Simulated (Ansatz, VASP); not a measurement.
**One calculation of MgS, two programs**

```
S Mg
1.0
     0.00000    2.79483    2.79483
     2.79483    0.00000    2.79483
     2.79483    2.79483    0.00000
S Mg
1 1
Direct
  0.25000 0.25000 0.25000
  0.00000 0.00000 0.00000
```

Change from the starting cell: volume scaled by 0.96.

Alike in both runs: task single point; functional PBEsol; k mesh 8 × 8 × 8; occupations fermi-dirac, width 0.05 eV; no spin polarisation.

|  | VASP | Ansatz |
| --- | --- | --- |
| version | VASP 6.6.1 | Ansatz 0.2.0 |
| potentials or method | VASP PAW PBE potentials, release 64 (S, Mg), cutoff 520 eV | all-electron LAPW, scalar-relativistic |

Ansatz gave:

```
gap on the k mesh at the Fermi level (eV) : 3.48
least direct gap on the mesh (eV)         : 3.48
pressure (GPa)                            : 2.0
```

**Question.** Estimate VASP's values.

**Answer.** gap on the k mesh at the Fermi level (eV): 3.49; least direct gap on the mesh (eV): 3.49; pressure (GPa): 2.0.

Ansatz ran all-electron here, so the differences hold the error of VASP's frozen core and of both bases.

Caveats: the PAW data sets were made with another functional, which shifts forces and pressure a little (VASP). A k mesh can miss the band edges.
